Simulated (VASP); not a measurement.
# BAs (F-43m) in VASP: a series of runs

Runs on BAs. Level: LDA. Tasks: single point.

Everything below comes from runs of VASP 6.6.1. Logs are shortened: lines on timing, memory, paths and dates and some standing lists are left out, and cuts for length are marked.

## 1. The undisturbed crystal

The structure is cubic, space group F-43m (No. 216). Conventional cell: a = 4.777 Å, b = 4.777 Å, c = 4.777 Å, α = 90.00°, β = 90.00°, γ = 90.00°. B (site symmetry -43m) has 4 As at 2.07 Å as nearest neighbours. As (site symmetry -43m) has 4 B at 2.07 Å as nearest neighbours.

## 2. Single point, LDA (a relaxed cell with its volume scaled by 0.97)

The input, INCAR:

```
SYSTEM = BAs
ALGO = Fast
EDIFF = 1E-7
ENCUT = 350
GGA = CA
ISIF = 2
ISMEAR = 0
LASPH = .TRUE.
LCHARG = .FALSE.
LREAL = .FALSE.
LWAVE = .FALSE.
NBANDS = 11
NELM = 80
PREC = Accurate
SIGMA = 0.02
```

The input, KPOINTS:

```
k-points
0
G
  6 6 6
  0 0 0
```

The input, POSCAR:

```
BAs                                     
1.0
    0.0000000000      2.3465135086      2.3465135086
    2.3465135086     -0.0000000000      2.3465135086
    2.3465135086      2.3465135086     -0.0000000000
  B               As            
     1     1
Direct
     0.0000000000000000    0.0000000000000000    0.0000000000000000
     0.2500000000000000    0.2500000000000000    0.2500000000000000
```

Potentials or basis: VASP PAW LDA potentials, release 64 (B, As).

Command:

```bash
$ cat potpaw_LDA.64/B/POTCAR potpaw_LDA.64/As/POTCAR > POTCAR
$ mpirun -np 1 vasp_std > vasp.out
```

OUTCAR:

```text
SYSTEM = BAs
   EDIFF = 1E-7
   ENCUT = 350
   GGA = CA
   ISIF = 2
   ISMEAR = 0
   LASPH = .TRUE.
   LREAL = .FALSE.
   NELM = 80
   PREC = Accurate

 ion  position               nearest neighbor table
   1  0.000  0.000  0.000-   2 2.03   2 2.03   2 2.03   2 2.03
   2  0.250  0.250  0.250-   1 2.03   1 2.03   1 2.03   1 2.03

  LATTYP: Found a face centered cubic cell.
 ALAT       =     4.6930270172

  Lattice vectors:

 A1 = (   0.0000000000,   2.3465135086,   2.3465135086)
 A2 = (   2.3465135086,   0.0000000000,   2.3465135086)
 A3 = (   2.3465135086,   2.3465135086,   0.0000000000)

Analysis of symmetry for initial positions (statically):
=====================================================================
 Subroutine PRICEL returns:
 Original cell was already a primitive cell.

 Routine SETGRP: Setting up the symmetry group for a
 face centered cubic supercell.

 Subroutine GETGRP returns: Found 24 space group operations
 (whereof 24 operations were pure point group operations)
 out of a pool of 48 trial point group operations.

The static configuration has the point symmetry T_d .

Analysis of symmetry for dynamics (positions and initial velocities):
=====================================================================
 Subroutine PRICEL returns:
 Original cell was already a primitive cell.

 Routine SETGRP: Setting up the symmetry group for a
 face centered cubic supercell.

 Subroutine GETGRP returns: Found 24 space group operations
 (whereof 24 operations were pure point group operations)
 out of a pool of 48 trial point group operations.

The dynamic configuration has the point symmetry T_d .

 Subroutine INISYM returns: Found 24 space group operations
 (whereof 24 operations are pure point group operations),
 and found     1 'primitive' translations

----------------------------------------------------------------------------------------

                                     Primitive cell

  volume of cell :      25.8404

  direct lattice vectors                    reciprocal lattice vectors
     0.000000000  2.346513509  2.346513509    -0.213082089  0.213082089  0.213082089
     2.346513509  0.000000000  2.346513509     0.213082089 -0.213082089  0.213082089
     2.346513509  2.346513509  0.000000000     0.213082089  0.213082089 -0.213082089

  length of vectors
     3.318471228  3.318471228  3.318471228     0.369069004  0.369069004  0.369069004

  position of ions in fractional coordinates (direct lattice)
     0.000000000  0.000000000  0.000000000
     0.250000000  0.250000000  0.250000000
[... 78 lines left out ...]
   PSTRESS=    0.0 pullay stress
   NELECT =       8.0000    total number of electrons
   NUPDOWN=      -1.0000    fix difference up-down
   EMIN   =  10.00;   EMAX   =-10.00  energy-range for DOS
   EFERMI =   0.00;   METHOD = LEGACY
   ISMEAR =     0;   SIGMA  =   0.02  broadening in eV -4-tet -1-fermi 0-gaus
   EFERMI_NEDOS =   21; number of points for ismear=-14 and -15
   IALGO  =     68    algorithm
   IMIX   =      4    mixing-type and parameters
     AMIX     =   0.40;   BMIX     =  1.00
     AMIX_MAG =   1.60;   BMIX_MAG =  1.00
  volume/ion in A,a.u.               =      12.92        87.19
  Fermi-wavevector in a.u.,A,eV,Ry     =   1.107486  2.092846 16.687904  1.226526
  Thomas-Fermi vector in A             =   2.244001
   LORBIT       =      0    0 simple, 1 ext, 2 COOP (PROOUT), +10 PAW based schemes
   GGA     = CA    functional components
   LHFCALC =     F    Hartree Fock is set to
   AEXX    =    0.0000 exact exchange contribution
   IVDW    =     0    specifies the selected vdW correction
   LEPSILON=     F    determine dielectric tensor
   LRPA    =     F    only Hartree local field effects (RPA)
 non-spin polarized calculation
 RMM-DIIS sequential band-by-band and
 Gauss-broadening in eV      SIGMA  =   0.02
  energy-cutoff  :      350.00
  volume of cell :       25.84
 maximum number of plane-waves:       397
   NGX = 11   NGY = 11   NGZ = 11

 number of electron       8.0000002 magnetization

 Free energy of the ion-electron system (eV)
  ---------------------------------------------------
  ext. energy  EPLUGINS =         0.00000000
  ---------------------------------------------------
  free energy    TOTEN  =       -12.89247757 eV

  energy without entropy =      -12.89247757  energy(sigma->0) =      -12.89247757

 E-fermi :   6.8702     XC(G=0): -11.0051

 val. band max:        6.7778013016   @ k =   0.0000   0.0000   0.0000
 cond. band min:       7.9604198121   @ k =   0.3333   0.3333   0.0000
 fundamental gap:      1.1826185105
 Fermi energy:         6.8701717094

 k-point     1 :       0.0000    0.0000    0.0000
  band No.  band energies     occupation
      1      -9.0950      2.00000
      2       6.7778      2.00000
      3       6.7778      2.00000
      4       6.7778      2.00000
      5      10.0945      0.00000
      6      10.0945      0.00000
      7      10.0945      0.00000
      8      12.1592      0.00000
      9      16.4039      0.00000
     10      20.0308      0.00000
     11      20.0308      0.00000
[... 197 lines left out ...]
 k-point    16 :      -0.3333    0.5000    0.1667
  band No.  band energies     occupation
      1      -4.5371      2.00000
      2      -1.5805      2.00000
      3       1.3106      2.00000
      4       1.5038      2.00000
      5      10.5332      0.00000
      6      10.7791      0.00000
      7      15.7205      0.00000
      8      15.8967      0.00000
      9      19.3759      0.00000
     10      22.9128      0.00000
     11      22.9895      0.00000

------------------------ aborting loop because EDIFF is reached ----------------------------------------

  FORCE on cell =-STRESS in cart. coord.  units (eV):
  Direction    XX          YY          ZZ          XY          YZ          ZX
  --------------------------------------------------------------------------------------
  -------------------------------------------------------------------------------------
  Total        0.7747418      0.7747418      0.7747418      0.0000000      0.0000000      0.0000000
  in kB       48.0361738     48.0361738     48.0361738      0.0000000      0.0000000      0.0000000
  external PRESSURE =      48.0361738 kB  Pullay stress =       0.0000000 kB

 VOLUME and BASIS-vectors are now :
 -----------------------------------------------------------------------------
  energy-cutoff  :      350.00
  volume of cell :       25.84
      direct lattice vectors                 reciprocal lattice vectors
     0.000000000  2.346513509  2.346513509    -0.213082089  0.213082089  0.213082089
     2.346513509  0.000000000  2.346513509     0.213082089 -0.213082089  0.213082089
     2.346513509  2.346513509  0.000000000     0.213082089  0.213082089 -0.213082089

 POSITION                                       TOTAL-FORCE (eV/Angst)
 -----------------------------------------------------------------------------------
      0.00000      0.00000      0.00000        -0.000000     -0.000000     -0.000000
      1.17326      1.17326      1.17326         0.000000      0.000000      0.000000
 -----------------------------------------------------------------------------------
    total drift:                                0.000001      0.000001      0.000001

  FREE ENERGIE OF THE ION-ELECTRON SYSTEM (eV)
  ---------------------------------------------------
  free  energy   TOTEN  =       -12.8924775708 eV

  energy  without entropy=      -12.8924775708  energy(sigma->0) =      -12.89247757
```

stdout:

```text
POSCAR found type information on POSCAR B As
 POSCAR found :  2 types and       2 ions
 scaLAPACK will be used
 LDA part: xc-table for (Slater(with rela. corr.)+CA(PZ))
 , standard interpolation
 POSCAR, INCAR and KPOINTS ok, starting setup
 FFT: planning ... GRIDC
 FFT: planning ... GRID_SOFT
 FFT: planning ... GRID
 WAVECAR not read
 entering main loop
```

It took 2.9 s on 1 thread of Intel Xeon Platinum 8488C (Sapphire Rapids), shared host; peak memory 0.11 GiB.

What came out:

```yaml
Free_energy: -12.8925 eV
Band_gap_on_the_k_mesh: 1.18 eV, indirect (least direct gap 3.32 eV)
```

Caveat: the cutoff is under 1.25 times the usual one of these potentials, so pressure, stress and relaxed cells hold a basis-set (Pulay) error. A k mesh can miss the band edges.

## 3. Single point, LDA (a relaxed cell with its volume scaled by 1.03)

INCAR is that of step 2.

KPOINTS is that of step 2.

The input, POSCAR:

```
BAs                                     
1.0
    0.0000000000      2.3939305972      2.3939305972
    2.3939305972     -0.0000000000      2.3939305972
    2.3939305972      2.3939305972     -0.0000000000
  B               As            
     1     1
Direct
     0.0000000000000000    0.0000000000000000    0.0000000000000000
     0.2500000000000000    0.2500000000000000    0.2500000000000000
```

Potentials or basis: VASP PAW LDA potentials, release 64 (B, As).

Command:

```bash
$ cat potpaw_LDA.64/B/POTCAR potpaw_LDA.64/As/POTCAR > POTCAR
$ mpirun -np 1 vasp_std > vasp.out
```

Run time: 2.9 s. Hardware: 1 thread of Intel Xeon Platinum 8488C (Sapphire Rapids), shared host; peak memory 0.12 GiB.

It converged, with:

| Property | Result |
| --- | --- |
| Free energy | -12.8957 eV |
| Band gap on the k mesh | 1.23 eV, indirect (least direct gap 3.24 eV) |

Levels at points of the mesh, in eV from the valence-band top:
| k point | band 2 | band 3 | band 4 | band 5 | band 6 | band 7 |
| --- | --- | --- | --- | --- | --- | --- |
| (0.00, 0.00, 0.00) | 0.00 | 0.00 | 0.00 | 3.24 | 3.24 | 3.24 |
| (0.50, 0.00, 0.00) | -8.71 | -1.81 | -1.81 | 2.65 | 4.74 | 4.74 |
| (0.50, 0.50, 0.00) | -8.39 | -4.05 | -4.05 | 1.34 | 1.42 | 11.17 |

Caveat: the cutoff is under 1.25 times the usual one of these potentials, so pressure, stress and relaxed cells hold a basis-set (Pulay) error. A k mesh can miss the band edges.
